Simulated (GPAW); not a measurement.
The system is CdSe (Cadmoselite).

```xyz
4
Lattice="4.3000 0.0000 0.0000 -2.1500 3.7239 0.0000 0.0000 0.0000 7.0200" Properties=species:S:1:pos:R:3 pbc="T T T"
Cd    2.1500    1.2413    3.5100
Cd    0.0000    2.4826    0.0000
Se    2.1500    1.2413    6.2127
Se    0.0000    2.4826    2.7027
```

Base run:

| Quantity | Value |
| --- | --- |
| Program | GPAW 26.7.0 |
| Functional | PBEsol |
| Potentials or basis | PAW data sets generated in the run's folder for this functional |
| Cutoff | 600 eV |
| Basis | pw |
| k mesh | 7 × 7 × 4 |
| Occupations | fermi-dirac, width 0.05 eV |
| Spin | no spin polarisation |

Its results: band gap on the k mesh 0.57 eV, direct; pressure 0.0 GPa; largest force 0.266 eV/Å.

Problem. The run is repeated on the same cell with these changes: spin from no spin polarisation to spin-orbit coupling, no magnetisation. What comes out?

Solution. Band gap on the k mesh 0.45 eV, direct; pressure 0.0 GPa; largest force 0.266 eV/Å.

Spin-orbit coupling splits the band edges, which narrows the gap.

Caveats: spin-orbit coupling was added after a scalar SCF, so levels and gaps hold it while energy, forces, pressure and moments don't (some runs); this program's spin-orbit splittings come out too wide for heavy elements (some runs).
